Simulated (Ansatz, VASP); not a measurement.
## Two plane-wave programs on Zr

```xyz
1
Lattice="-1.8220 1.8220 1.8220 1.8220 -1.8220 1.8220 1.8220 1.8220 -1.8220" Properties=species:S:1:pos:R:3 pbc="T T T"
Zr    0.0000    0.0000    0.0000
```

This isn't the form of Zr at room conditions, which is hcp.

Alike in both runs: task single point; functional PBEsol; k mesh 10 × 10 × 10; occupations fermi-dirac, width 0.05 eV; no spin polarisation.

```csv
,VASP,Ansatz
version,VASP 6.6.1,Ansatz 0.2.0
potentials or method,"VASP PAW PBE potentials, release 64 (Zr_sv)",Ansatz PAW
plane-wave cutoff (eV),520,420
valence electrons in the cell,12,12
```

```tsv
	VASP	Ansatz	Ansatz less VASP
gap on the k mesh at the Fermi level (eV)	none	none	-
pressure (GPa)	-8.3	-8.3	-0.05
```

A gap of «none» marks a metal or a gap that the smearing closes. The functional is the same, so the differences come from potentials, cutoffs and numerics.

Caveats: the PAW data sets were made with another functional, which shifts forces and pressure a little (VASP); the PAW data sets come from PBE, with cores solved anew for the run's functional, which leaves a small shift of forces and pressure (Ansatz).
